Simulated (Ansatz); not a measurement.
**TaN under strains and displacements**

The calculation used DFT PBEsol, scalar-relativistic, plane waves, PAW (Ansatz 0.2.0).

Settings: cutoff 420 eV, Γ-centred mesh 14×14×8 on the computed 4-atom cell, Gaussian smearing of 0.10 eV; no spin polarisation.

Reference cell:

```
CELL_PARAMETERS angstrom
3.05000 0.00000 0.00000
-1.52500 2.64138 0.00000
0.00000 0.00000 4.94000
ATOMIC_POSITIONS crystal
Ta 0.33333 0.66667 0.00000
Ta 0.66667 0.33333 0.50000
N 0.33333 0.66667 0.38500
N 0.66667 0.33333 0.88500
```

Each variant moves atoms of this cell by the vectors given, if any (Å), and then applies a symmetric strain (tensor components, Cartesian axes). The reference cell isn't relaxed at this level. Energies are per atom at zero smearing, counted from the lowest variant. Pressure is positive in compression.

1. strain (xx yy zz yz xz xy, %) 2.83 -1.55 0.50 1.46 -2.97 3.00; moves: Ta1 (-0.021, -0.070, 0.026); Ta2 (0.101, 0.005, -0.037); N3 (-0.067, 0.053, 0.091); N4 (-0.013, 0.012, -0.080)
2. strain (xx yy zz yz xz xy, %) -2.48 -2.68 -2.48 0.50 0.37 0.24; moves: Ta1 (0.008, -0.022, -0.018); Ta2 (-0.021, -0.046, 0.053); N3 (0.052, 0.043, -0.039); N4 (-0.039, 0.024, 0.004)
3. strain (xx yy zz yz xz xy, %) -1.87 -0.50 -7.18 0.00 1.34 0.00; moves: Ta1 (0.052, 0.020, -0.012); Ta2 (0.052, -0.020, -0.012); N3 (-0.052, 0.033, 0.012); N4 (-0.052, -0.033, 0.012)
4. strain (xx yy zz yz xz xy, %) 3.88 4.79 5.83 0.00 0.00 0.41; moves: Ta1 (-0.002, 0.017, -0.006); Ta2 (0.002, -0.017, -0.006); N3 (-0.036, 0.013, 0.006); N4 (0.036, -0.013, 0.006)
5. strain (xx yy zz yz xz xy, %) -0.28 -0.08 0.35 -0.03 0.50 -0.17; moves: Ta1 (0.020, 0.002, -0.032); Ta2 (-0.061, -0.039, 0.035); N3 (0.036, 0.041, -0.044); N4 (0.005, -0.004, 0.041)
6. strain (xx yy zz yz xz xy, %) -3.02 -1.87 -1.76 -0.81 -0.46 1.00; moves: Ta1 (0.051, -0.014, 0.038); Ta2 (-0.038, 0.037, 0.038); N3 (-0.039, 0.007, -0.038); N4 (0.026, -0.030, -0.038)
7. strain (xx yy zz yz xz xy, %) 4.82 4.00 4.93 -0.34 1.00 -0.40; moves: Ta1 (0.028, -0.030, 0.024); Ta2 (-0.042, -0.020, 0.061); N3 (0.002, 0.029, -0.067); N4 (0.012, 0.022, -0.018)
8. strain (xx yy zz yz xz xy, %) -1.59 -5.37 -3.82 1.68 0.01 -1.68; moves: Ta1 (-0.037, -0.013, 0.090); Ta2 (-0.025, -0.048, -0.026); N3 (-0.032, 0.037, 0.048); N4 (0.094, 0.024, -0.112)

```csv
result,ΔE (meV/atom),P (GPa),largest force (eV/Å)
A,2039.1,226.84,6.73
B,841.5,128.34,4.32
C,1550.8,190.58,4.22
D,1830.7,209.26,4.08
E,729.3,115.24,4.72
F,49.1,47.61,2.55
G,1361.3,179.57,2.16
H,0.0,50.01,1.45
```

Q: Which variant gave which result?

A: A is 8, B is 5, C is 2, D is 3, E is 1, F is 4, G is 6, H is 7. The pressure falls as the cell grows: from the smallest volume to the largest the variants are 8, 3, 2, 6, 5, 1, 7, 4.

Spin–orbit coupling is left out, which can shift energies with elements as heavy as these.

This wurtzite form isn't the usual stable structure of the compound.